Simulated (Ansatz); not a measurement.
# MgS (P6_3mc) in Ansatz: further runs

Runs on MgS. Level: PBEsol. Tasks: phonons, elastic constants.

All numbers are computed with Ansatz 0.2.0; they aren't measurements. Logs are shortened: lines on timing, memory, paths and dates and some standing lists are left out, and cuts for length are marked.

## Step 1: Starting point

It takes space group P6_3mc (No. 186, hexagonal). Conventional cell: a = 4.035 Å, b = 4.035 Å, c = 6.432 Å, α = 90.00°, β = 90.00°, γ = 120.00°. S (site symmetry 3m) is surrounded by 4 Mg at 2.45 to 2.47 Å. Mg (site symmetry 3m) has 4 S at 2.45 to 2.47 Å as nearest neighbours.

The cell comes from a database or a generator and needn't be the stable form of this composition.

## Step 2: Phonons, PBEsol

Contents of input.yaml:

```yaml
crystal:
  lattice:
    - [4.0346224068, 0.0, 0.0]
    - [-2.0173112034, 3.494085499, 0.0]
    - [0.0, 0.0, 6.43229418]
  atoms:
    - { symbol: S, position: [0.6666666667, 0.3333333333, 0.87924415] }
    - { symbol: S, position: [0.3333333333, 0.6666666667, 0.37924415] }
    - { symbol: Mg, position: [0.3333333333, 0.6666666667, 0.99575485] }
    - { symbol: Mg, position: [0.6666666667, 0.3333333333, 0.49575485] }
hamiltonian:
  xc: pbesol
  pseudopotentials: { kind: paw }
kpoints:
  mp_grid: { grid: [6, 6, 4] }
scf:
  occupations: { method: fixed }
phonons:
  method: dfpt
  dielectric: true
  rigid_motions: translations
```

Potentials or basis: Ansatz PAW.

Command:

```sh
> ansatz run input.yaml --threads 2 --pin off --max-ram 5632MiB --backend cpu --events-out ev --progress --plain --runs-dir out
```

Standard output:

```text
Warning: RAYON_NUM_THREADS=2 ignored (pool sized by the plan → 2); use --threads N
Engine: ansatz 0.2.0, aarch64-unknown-linux-gnu
Pseudopotentials: kind: paw
Pseudopotential: S, paw, valence charge 6, recommended cutoff 420 eV (normal), S.paw.azcp
Pseudopotential: Mg, paw, valence charge 10, recommended cutoff 420 eV (normal), Mg.paw.azcp
Functional definition: PBEsol
  exchange = pbesol_x
  correlation = pbesol_c
Crystal: 4 atoms, lattice volume = 90.678 Å³
Basis set: ecut = 420 eV, 1785 PW (Γ), exchange–correlation on 54×54×96 points (8 copies of the dense FFT grid, shifted against one another)
Bands: 20, of which v1, the nominal top of the filled ones, is band 16 counted from 1 (15 counted from 0)
Symmetry: 12 space group operations
k-points: 47 of 144 (irreducible under 2 space group operations, time reversal used)
Non-local potential: S, projectors of the file, l = 0: 2, l = 1: 2, l = 2: 2
Non-local potential: Mg, projectors of the file, l = 0: 3, l = 1: 2, l = 2: 1
PAW form: soft (Blöchl's): semilocal exchange-correlation on the pseudo side does not see the compensation charge
PAW frozen core: S, regenerated for the run's functional, and the local potential with it (the file was generated under x = pbe(κ = 0.804, μ = 0.2195149727645171), c = pbe(β = 0.06672455060314922))
PAW frozen core: Mg, regenerated for the run's functional, and the local potential with it (the file was generated under x = pbe(κ = 0.804, μ = 0.2195149727645171), c = pbe(β = 0.06672455060314922))
PAW one-centre angular grid: S, 110 points (default); XC on 64 Gauss nodes
PAW one-centre angular grid: Mg, 110 points (default); XC on 64 Gauss nodes
Initial density: superposition of atomic densities (neutral atoms: chi_scale 0, normalization atom), corrected by the library's trained network
Initial wavefunctions: pseudopotential atomic-orbital guess
Functional: x = pbesol(κ = 0.804, μ = 0.12345679012345678), c = pbesol(β = 0.046)
SCF iter   1: F=—  HF=-5599.568584 eV  |F-HF|=—  |Δ(HF+E_count)|=         —  Δρ=3.02e-3  dr2=1.42e-2  ethr=1.77e-3  ⟨swp⟩=5.0  Hψ=4025  notcnv=0  defer=86
preconditioner: auto → Resta (q_TF=auto, 2.294 Å⁻¹)  ε∞=3.6  [insulator: Δε(μ)=3.225 eV  Ē_g=9.681 eV  n_scr=22 (ndim 8)  ℏωp=15.6 eV  f_vac=0.037  ε∞_Penn≈3.6]
SCF iter   2: F=—  HF=-5599.561108 eV  |F-HF|=—  |Δ(HF+E_count)|=   7.48e-3  Δρ=1.53e-3  dr2=3.51e-3  ethr=4.44e-5  ⟨swp⟩=2.1  Hψ=1772  notcnv=0  defer=93
SCF iter   3: F=—  HF=-5599.560324 eV  |F-HF|=—  |Δ(HF+E_count)|=   7.84e-4  Δρ=4.31e-4  dr2=1.13e-4  ethr=1.10e-5  ⟨swp⟩=3.0  Hψ=1789  notcnv=0  defer=93
SCF iter   4: F=—  HF=-5599.560344 eV  |F-HF|=—  |Δ(HF+E_count)|=   2.04e-5  Δρ=2.06e-4  dr2=3.71e-5  ethr=3.54e-7  ⟨swp⟩=2.0  Hψ=1700  notcnv=0  defer=93
SCF iter   5: F=—  HF=-5599.560332 eV  |F-HF|=—  |Δ(HF+E_count)|=   1.19e-5  Δρ=8.63e-5  dr2=7.63e-6  ethr=1.16e-7  ⟨swp⟩=3.0  Hψ=1974  notcnv=0  defer=2
SCF iter   6: F=—  HF=-5599.560332 eV  |F-HF|=—  |Δ(HF+E_count)|=   6.96e-8  Δρ=8.75e-6  dr2=1.09e-7  ethr=2.38e-8  ⟨swp⟩=2.0  Hψ=1598  notcnv=0  defer=2
SCF iter   7: F=—  HF=-5599.560332 eV  |F-HF|=—  |Δ(HF+E_count)|=   1.84e-7  Δρ=2.22e-6  dr2=5.93e-9  ethr=3.40e-10  ⟨swp⟩=2.0  Hψ=1599  notcnv=0  defer=1
SCF iter   8: F=—  HF=-5599.560332 eV  |F-HF|=—  |Δ(HF+E_count)|=   7.42e-9  Δρ=5.66e-7  dr2=3.10e-10  ethr=1.85e-11  ⟨swp⟩=2.0  Hψ=1270  notcnv=0  defer=1
SCF iter   9: F=-5599.560332 eV  HF=-5599.560332 eV  |F-HF|=3.64e-12  |Δ(HF+E_count)|=  9.82e-11  Δρ=6.80e-8  dr2=6.26e-12  ethr=1.00e-12  ⟨swp⟩=7.0  Hψ=5310  notcnv=0
SCF 1 converged in 9 iterations: F = -5599.560332 eV  dr2 = 6.26e-12
DFPT response loops at Γ: preconditioner auto → Resta (q_TF=auto, 2.294 Å⁻¹)  ε∞=4.3 (no band partly filled); β = 1.00, the filter's whole step (`scf.mixing.beta` (0.50) is not read by the response loops at its default; to damp them type it under 1.00, their step now; it binds the ground state too); Broyden in place of MSR1
── the response to a field inside a basis, on 6×6×4 k-points: an SCF that follows is theirs, and a resumed run solves both again ──
Bands: 17, of which v1, the nominal top of the filled ones, is band 16 counted from 1 (15 counted from 0)
k-points: 24 of 144 (irreducible under 4 space group operations, time reversal used)
Initial density: handed on by an earlier stage of this run
Initial wavefunctions: pseudopotential atomic-orbital guess (no wavefunctions were taken with the density)
Eigensolver: Dense (24 Hₖ)
SCF iter   1: F=—  HF=-5599.556845 eV  |F-HF|=—  |Δ(HF+E_count)|=         —  Δρ=1.03e-4  dr2=1.82e-6  ethr=1.00e-1
preconditioner: auto → Resta (q_TF=auto, 2.294 Å⁻¹)  ε∞=4.2  [insulator: Δε(μ)=3.878 eV  Ē_g=8.680 eV  n_scr=22 (ndim 8)  ℏωp=15.6 eV  f_vac=0.033  ε∞_Penn≈4.2]
SCF iter   2: F=—  HF=-5599.556847 eV  |F-HF|=—  |Δ(HF+E_count)|=   2.42e-6  Δρ=5.52e-5  dr2=5.52e-7  ethr=5.68e-9
SCF iter   3: F=-5599.556848 eV  HF=-5599.556848 eV  |F-HF|=7.61e-9  |Δ(HF+E_count)|=   9.99e-7  Δρ=2.20e-6  dr2=6.51e-9  ethr=1.73e-9
SCF 1 converged in 3 iterations: F = -5599.556848 eV  dr2 = 6.51e-9
DFPT response loops at Γ: preconditioner auto → Resta (q_TF=auto, 2.294 Å⁻¹)  ε∞=3.9 (no band partly filled); β = 1.00, the filter's whole step (`scf.mixing.beta` (0.50) is not read by the response loops at its default; to damp them type it under 1.00, their step now; it binds the ground state too); Broyden in place of MSR1
WARN: field response: ε∞ stands inside a basis, on 6×6×4 points; the force constants stand on the 6×6×4 k-mesh, whose period is 13.20 times the interband length at k = (0.0000, 0.0000, 0.0000), direct gap 3.268 eV, under 14: take them and everything formed from them as unconverged, and compare with a denser kpoints.mp_grid
SCF converged after 9 iterations
Free energy (F): -5599.560332 eV
Harris-Foulkes:  -5599.560332 eV  (|F-HF|=3.64e-12)
Internal energy: -5599.560332 eV  (E = F + TS)
E sigma→0 (E₀):  -5599.560332 eV
Fermi energy:    3.204398 eV
--- Per-component energies (eV) ---
  E_band       = -738.489334
  E_kinetic    = 367.417491
  E_local      = -3771.497317  (includes V_loc(G=0)·N_el)
  E_nonlocal   = 248.867935
  E_hartree    = 1365.537188
  E_xc         = -251.063858
  E_vxc        = -251.049093  (∫ρ·V_xc dr)
  E_paw        = -1730.825053  (= ΣΔE_a)
  E_vpaw       = -63.302677  (= ΣTr[D̂ρ^β])
  E_aug_tail   = -0.000003  (compensation charges beyond the density's cutoff)
  E_ewald      = -1828.238337
  E_core_change = 0.241623  (= ΣΔE_core)
  E_smearing   = -0.000000  (= −TS)
  E_closure    = -0.000000  (closes the sum)
  Σ components = -5599.560332   (vs F -5599.560332, Δ=0.00e0)
--- Band table (eV; the first three rows and the last of 47) ---
  k-point 0: bands = ["-70.3365", "-70.3365", "-37.2854", "-37.2826", "-37.2789", "-37.2789", "-37.2784", "-37.2784", "-8.2094", "-7.4636", "-0.0680", "2.6186", "2.6186", "3.0415", "3.0415", "3.2044", "6.4722", "7.7539", "10.5634", "10.5634"]
  k-point 1: bands = ["-70.3365", "-70.3365", "-37.2850", "-37.2830", "-37.2788", "-37.2788", "-37.2784", "-37.2784", "-8.1142", "-7.5898", "0.2952", "2.4744", "2.6770", "2.6770", "2.9759", "2.9759", "7.1739", "7.8971", "10.5222", "10.5222"]
  k-point 2: bands = ["-70.3365", "-70.3365", "-37.2840", "-37.2840", "-37.2786", "-37.2786", "-37.2786", "-37.2786", "-7.8671", "-7.8671", "1.2523", "1.2523", "2.8229", "2.8229", "2.8229", "2.8229", "7.9723", "7.9723", "10.6766", "10.6766"]
  k-point 46: bands = ["-70.3365", "-70.3364", "-37.2842", "-37.2836", "-37.2803", "-37.2801", "-37.2795", "-37.2791", "-7.4986", "-7.3100", "0.2597", "0.5467", "1.4600", "1.8925", "2.1365", "2.6204", "8.1255", "8.8883", "9.4386", "10.1301"]
--- Phonons (Γ-DFPT): 4 representative perturbations + reference, on 47 of 144 k-points (Σ response iterations 12) ---
  k mesh reduced under 2 symmetry operations, with k and −k counted as one. Each operation leaves every solved perturbation unchanged. A smaller set is not considered because the run solves the response to a homogeneous field
  ASR residual: 2.751e-5 → 0.000e0 eV/Å²; symmetrization residual: 3.803e-6 eV/Å²
  ASR residual per site (eV/Å²): 2.75e-5 2.75e-5 9.76e-6 9.76e-6
  Γ frequencies (cm⁻¹): 0.00 0.00 0.00 87.31 87.31 258.93 306.62 316.32 331.89 331.89 337.13 337.13
  ε∞ (high-frequency dielectric tensor):
        4.093802     0.000000    -0.000000
        0.000000     4.093802     0.000000
       -0.000000    -0.000000     4.220765
  ε⁰ (static dielectric tensor: ions relaxed, cell fixed):
        6.533500     0.000000    -0.000000
        0.000000     6.533500    -0.000000
       -0.000000    -0.000000     7.421183
  ε⁰ − ε∞ (ionic part):
        2.439698     0.000000    -0.000000
        0.000000     2.439698    -0.000000
       -0.000000    -0.000000     3.200418
  softest optical mode at Γ: 87.31 cm⁻¹; the repairs (sum rule, projections) moved no ω² at Γ by more than (0.86 cm⁻¹)²
  Born effective charges Z* (e; rows j = field, columns β = displacement):
    site 0:
        -1.87936   -0.00000    0.00000
        -0.00000   -1.87936    0.00000
        -0.00000    0.00000   -1.95773
    site 1:
        -1.87936   -0.00000   -0.00000
         0.00000   -1.87936   -0.00000
         0.00000    0.00000   -1.95773
    site 2:
         1.87936    0.00000   -0.00000
         0.00000    1.87936   -0.00000
         0.00000   -0.00000    1.95773
    site 3:
         1.87936    0.00000    0.00000
         0.00000    1.87936    0.00000
        -0.00000    0.00000    1.95773
  Z* charge neutrality: 8.315e-3 e pre-enforcement
  solved inside a basis spanned on kpoints, on 6×6×4 k-points, its susceptibility summed on 10×10×6: ε∞ is read to err by 1.3e-2, Z* by 1.5e-2 e (field_mesh: kpoints solves on kpoints); Z* is corrected for what the basis lacks
  optical modes at Γ without the LO–TO term, one row a degenerate level:
      ω (cm⁻¹)  modes    IR ((D/Å)²/amu)
         87.31      2             0.0000
        258.93      1             0.0000
        306.62      1            12.7923
        316.32      1             0.0000
        331.89      2             0.0000
        337.13      2            23.5773
  optical modes at Γ + LO–TO along q̂ = [1.0000, 0.0000, 0.0000]:
      ω (cm⁻¹)  modes    IR ((D/Å)²/amu)
         87.31      2             0.0000
        258.93      1             0.0000
        306.62      1            12.7923
        316.32      1             0.0000
        331.89      2             0.0000
        337.13      1            11.7886
        425.89      1            11.7886
  optical modes at Γ + LO–TO along q̂ = [0.0000, 1.0000, 0.0000]:
      ω (cm⁻¹)  modes    IR ((D/Å)²/amu)
         87.31      2             0.0000
        258.93      1             0.0000
        306.62      1            12.7923
        316.32      1             0.0000
        331.89      2             0.0000
        337.13      1            11.7886
        425.89      1            11.7886
  optical modes at Γ + LO–TO along q̂ = [0.0000, 0.0000, 1.0000]:
      ω (cm⁻¹)  modes    IR ((D/Å)²/amu)
         87.31      2             0.0000
        258.93      1             0.0000
        316.32      1             0.0000
        331.89      2             0.0000
        337.13      2            23.5773
        406.57      1            12.7923
```

Wall time 50 s (2 threads of Arm Neoverse V2, shared host); peak memory 0.66 GiB.

What came out:

| Quantity | Value |
| --- | --- |
| Free energy | -5599.5603 eV |
| Band gap on the k mesh | 3.27 eV, direct |
| Electronic dielectric tensor (diagonal) | 4.09, 4.09, 4.22 |
| Born charges (mean of the diagonal) | S -1.91; Mg +1.91 e |
| Highest phonon frequency at Γ, LO-TO splitting left out | 337 cm⁻¹ |
| Static dielectric tensor (diagonal) | 6.53, 6.53, 7.42 |

Levels at points of the mesh, in eV from the valence-band top:
```
             k point  band 14  band 15  band 16  band 17  band 18  band 19
  (0.00, 0.00, 0.00)    -0.16    -0.16     0.00     3.27     4.55     7.36
 (0.00, 0.00, -0.50)    -0.38    -0.38    -0.38     4.77     4.77     7.47
 (0.00, -0.50, 0.00)    -1.26    -0.95    -0.48     4.57     5.05     5.67
(0.00, -0.50, -0.50)    -0.91    -0.82    -0.82     4.49     4.49     6.17
 (-0.50, 0.00, 0.00)    -1.26    -0.95    -0.48     4.57     5.05     5.67
(-0.50, 0.00, -0.50)    -0.91    -0.82    -0.82     4.49     4.49     6.17
```

Phonon frequencies in cm⁻¹ (negative: imaginary):
```tsv
q point	frequencies
(0.000, 0.000, 0.000)	0 0 0 87 87 259 307 316 332 332 337 337
```

Electronic dielectric tensor:
```
4.09 0.00 0.00
0.00 4.09 0.00
0.00 0.00 4.22
```

Born effective charge tensors (e):
atom 1, S
```
-1.88  0.00  0.00
 0.00 -1.88  0.00
 0.00  0.00 -1.96
```
atom 2, S
```
-1.88  0.00  0.00
 0.00 -1.88  0.00
 0.00  0.00 -1.96
```
atom 3, Mg
```
1.88 0.00 0.00
0.00 1.88 0.00
0.00 0.00 1.96
```
atom 4, Mg
```
1.88 0.00 0.00
0.00 1.88 0.00
0.00 0.00 1.96
```

Static dielectric tensor, electrons and zone-centre modes:
```
6.53 0.00 0.00
0.00 6.53 0.00
0.00 0.00 7.42
```

Caveat: the PAW data sets come from PBE, with cores solved anew for the run's functional, which leaves a small shift of forces and pressure.

## Step 3: Elastic constants, PBEsol

input.yaml, as its differences from that of step 2:

```diff
@@ -17,5 +17,7 @@
   occupations: { method: fixed }
-phonons:
-  method: dfpt
-  dielectric: true
-  rigid_motions: translations
+output:
+  forces: true
+  stress: true
+elastic:
+  mode: relaxed_ion
+  stencil: two_point
```

Potentials or basis: Ansatz PAW.

Command:

```sh
> ansatz run input.yaml --threads 2 --pin off --max-ram 5632MiB --backend cpu --events-out ev --progress --plain --runs-dir out
```

Run time: 70 s. Hardware: 2 threads of Arm Neoverse V2, shared host; peak memory 0.42 GiB.

Results (log left out):

- Free energy: -5599.5607 eV
- Pressure: -0.3 GPa
- Band gap on the k mesh: 3.28 eV, direct
- Voigt bulk modulus: 56 GPa

Levels at points of the mesh, in eV from the valence-band top:
| k point | band 14 | band 15 | band 16 | band 17 | band 18 | band 19 |
| --- | --- | --- | --- | --- | --- | --- |
| (0.00, 0.00, 0.00) | -0.14 | -0.14 | 0.00 | 3.28 | 4.57 | 7.38 |
| (0.00, 0.00, -0.50) | -0.36 | -0.36 | -0.36 | 4.78 | 4.78 | 7.49 |
| (0.00, -0.50, 0.00) | -1.25 | -0.95 | -0.46 | 4.59 | 5.06 | 5.68 |
| (0.00, -0.50, -0.50) | -0.89 | -0.81 | -0.81 | 4.50 | 4.50 | 6.19 |

Elastic tensor in Voigt notation (GPa, in the Cartesian axes of the cell as first typed):
```
83 48 42  0  0  0
48 83 42  0  0  0
42 42 76  0  0  0
 0  0  0 18  0  0
 0  0  0  0 18  0
 0  0  0  0  0 18
```

Caveat: the PAW data sets come from PBE, with cores solved anew for the run's functional, which leaves a small shift of forces and pressure.
